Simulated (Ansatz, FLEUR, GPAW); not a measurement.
**Al2Pt: programs and potentials compared**

```
Pt Al
1.0
     0.00000    2.95500    2.95500
     2.95500    0.00000    2.95500
     2.95500    2.95500    0.00000
Pt Al
1 2
Direct
  0.00000 0.00000 0.00000
  0.75000 0.75000 0.75000
  0.25000 0.25000 0.25000
```

Alike in all runs: task equation of state; functional PBE; k mesh 8 × 8 × 8; occupations fermi-dirac, width 0.05 eV; no spin polarisation; no spin-orbit coupling.

```csv
program and potentials,plane-wave cutoff (eV),notes,equilibrium volume (Å³/atom),bulk modulus (GPa)
"Ansatz, Ansatz PAW",420,-,17.52,129.1
"GPAW, GPAW PAW data sets (gpaw-data 1.2.1)",600,-,17.58,128.4
"FLEUR, all-electron, FLAPW",-,-,17.53,128.7
```

The equilibrium volume spans 17.52 (Ansatz, Ansatz PAW) to 17.58 Å³/atom (GPAW, GPAW PAW data sets (gpaw-data 1.2.1)), with all-electron results at 17.53. The bulk modulus spans 128.4 (GPAW, GPAW PAW data sets (gpaw-data 1.2.1)) to 129.1 GPa (Ansatz, Ansatz PAW), with all-electron results at 128.7. For a metal such a mesh isn't converged, which the comparison doesn't need.

Differences between rows come from potentials, basis sets and numerical settings, since the functional is the same but for its coding. Runs on potential files found faulty are left out.
